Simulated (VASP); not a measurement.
Wanted: the native input for a VASP 6.6.1 run.

| Property | Result |
| --- | --- |
| Task | single point |
| Functional | PBEsol |
| Potentials or basis | VASP PAW PBE potentials, release 64 (Bi_d) |
| Cutoff | 520 eV |
| k mesh | 14 × 14 × 8 |
| Occupations | gaussian, width 0.1 eV |
| Spin | no spin polarisation |
| Dipole correction | no |
| Further INCAR settings | ALGO = Fast; EDIFF = 1e-06; NBANDS = 22 |

The structure of Bi lies in POSCAR:

```
Bi
1.0
    3.1507309645      0.0000000000      0.0000000000
    0.0000000000      3.2543518632      0.0000000000
   -0.0136605841      0.0000000000      6.3574609887
Bi
2
Direct
    0.4370985860      0.0000000000      0.2499947584
    0.5629014140      0.0000000000      0.7500052416
```

This isn't the form of Bi at room conditions, which is rhombohedral.

The cell isn't the ideal one: uniaxial strain along a, b, c and atoms relaxed: -3.0 %.

One way to write it, as run:

INCAR

```
SYSTEM = Bi
PREC = Accurate
ENCUT = 520
EDIFF = 1E-6
ISMEAR = 0
SIGMA = 0.1
LREAL = .False.
LASPH = .True.
NELM = 100
ALGO = Fast
ISIF = 2
LWAVE = .False.
LCHARG = .False.
GGA = PS
NBANDS = 22
```

KPOINTS

```
Automatic mesh
0
Gamma
  14 14 8
  0 0 0
```

Potentials or basis: VASP PAW PBE potentials, release 64 (Bi_d).

Command:

```console
$ cat potpaw_PBE.64/Bi_d/POTCAR > POTCAR
$ mpirun -np 1 vasp_std > vasp.out
```

It gave:

The pressure is 1.2 GPa and the band gap on the k mesh is none (metal or under the smearing width).

Caveat: the PAW data sets were made with another functional, which shifts forces and pressure a little; spin-orbit coupling is left out, which moves the levels of the heavy elements.

It took 6.1 min on 1 thread of Intel(R) Xeon(R) Platinum 8259CL CPU @ 2.50GHz (Skylake/Cascade Lake), on a shared host, peak memory 0.57 GiB.
